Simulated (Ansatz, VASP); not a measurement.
## SiC in VASP and in Ansatz

The input INCAR:

```
SYSTEM = SiC
PREC = Accurate
ENCUT = 520
EDIFF = 1E-6
ISMEAR = 0
SIGMA = 0.01
LREAL = .FALSE.
LASPH = .TRUE.
NELM = 100
ALGO = Normal
ISIF = 2
LWAVE = .FALSE.
LCHARG = .FALSE.
GGA = CA
NBANDS = 11
```

Contents of KPOINTS:

```
regular mesh
0
G
  8 8 8
  0 0 0
```

File POSCAR:

```
SiC
1.0
    0.0000000000      2.1644853731      2.1536629462
    2.1644853731      0.0000000000      2.1536629462
    2.1644853731      2.1644853731      0.0000000000
Si C
1 1
Direct
    0.0000000000      0.0000000000      0.0000000000
    0.7500000000      0.7500000000      0.7500000000
```

Input for Ansatz:

```yaml
crystal:
  lattice:
    - [0.0, 2.16448537307, 2.1536629462]
    - [2.16448537307, 0.0, 2.1536629462]
    - [2.16448537307, 2.16448537307, 0.0]
  atoms:
    - { symbol: Si, position: [0.0, 0.0, 0.0] }
    - { symbol: C, position: [0.75, 0.75, 0.75] }
kpoints:
  mp_grid: { grid: [8, 8, 8] }
scf:
  occupations: { method: fixed }
  convergence: { dr2_threshold: 1.0e-10 }
hamiltonian:
  xc: lda
  pseudopotentials: { kind: all_electron, lapw: { basis_error: 0.0005 } }
output:
  forces: true
  stress: true
  eigenstates:
    kpoints:
      - [0.0, 0.0, 0.0]
      - [0.0, -0.5, -0.5]
      - [-0.5, 0.0, -0.5]
      - [-0.5, -0.5, 0.0]
      - [0.0, 0.5, 0.0]
      - [0.5, 0.0, 0.0]
      - [0.0, 0.0, 0.5]
      - [0.5, 0.5, 0.5]
  eigenvalues: true
```

Change from the starting cell: z stretched by -0.5 %, x and y held.

Alike in both runs: task single point; functional LDA; k mesh 8 × 8 × 8; no spin polarisation.

|  | VASP | Ansatz |
| --- | --- | --- |
| version | VASP 6.6.1 | Ansatz 0.2.0 |
| potentials or method | VASP PAW LDA potentials, release 64 (Si, C) | all-electron LAPW, scalar-relativistic |
| plane-wave cutoff (eV) | 520 | see its input |
| occupations | gaussian, width 0.01 eV | fixed |

Ansatz gave:

```
gap on the k mesh at the Fermi level (eV)       : 1.24
pressure (GPa)                                  : 1.1
largest component of the traceless stress (GPa) : 0.86
```

Task: What did VASP give for the same quantities?

Result: gap on the k mesh at the Fermi level (eV): 1.23; pressure (GPa): 1.6; largest component of the traceless stress (GPa): 0.86.

Ansatz ran all-electron here, so the differences hold the error of VASP's frozen core and of both bases.

A k mesh can miss the band edges.
